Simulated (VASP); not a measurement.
**V: equilibrium volume by level of theory**

Symmetry: P6_3/mmc, No. 194, hexagonal system. The conventional cell has a = 2.692 Å, b = 2.692 Å, c = 4.397 Å, α = 90.00°, β = 90.00°, γ = 120.00°. V (site symmetry -6m2) is surrounded by 12 V at 2.69 Å.

This isn't the form of V at room conditions, which is bcc.

```tsv
rung	level	program and potentials	cutoff (eV)	k mesh	smearing	equilibrium volume (Å³/atom)	notes
LDA	LDA	VASP, LDA PAW files V_sv, 600 eV	600	18 × 18 × 10	gaussian 0.1	12.91	13 valence electrons an atom on average
GGA	PBE	VASP, PBE PAW files V_sv, 600 eV	600	18 × 18 × 10	gaussian 0.1	(a)	13 valence electrons an atom on average
GGA + dispersion	PBE+D3(BJ)	VASP, PBE PAW files V_sv, 600 eV	600	18 × 18 × 10	gaussian 0.1	13.23	13 valence electrons an atom on average
GGA	PBEsol	VASP, PBE PAW files V, 580 eV	580	18 × 18 × 10	gaussian 0.1	13.13	potentials made for PBE; 5 valence electrons an atom on average
GGA	PBEsol	VASP, PBE PAW files V_sv, 600 eV	600	18 × 18 × 10	gaussian 0.1	(b)	potentials made for PBE; 13 valence electrons an atom on average
GGA	PBEsol	VASP, PBE PAW files V_sv, 600 eV	600	6 × 6 × 4	gaussian 0.1	13.27	coarse mesh; potentials made for PBE; 13 valence electrons an atom on average
GGA	RPBE	VASP, PBE PAW files V_sv, 600 eV	600	18 × 18 × 10	gaussian 0.1	14.19	potentials made for PBE; 13 valence electrons an atom on average
```

Task: relaxation of cell and atoms. All rows: no spin polarisation. Smearing widths are in eV. For a metal such meshes aren't converged. Meshes differ between rows, which moves values too. Meshes are those of the run's cell of 2 atoms unless a note names another. Relaxations start from the cell shown or near it and stop with a little pressure left. Runs on faulty files, with rough fits or with known faults for this quantity aren't shown. No row holds spin-orbit coupling.

**Question.** Estimate the values left out from the other rows.

**Answer.** (a) 13.85 Å³/atom; (b) 13.32 Å³/atom.
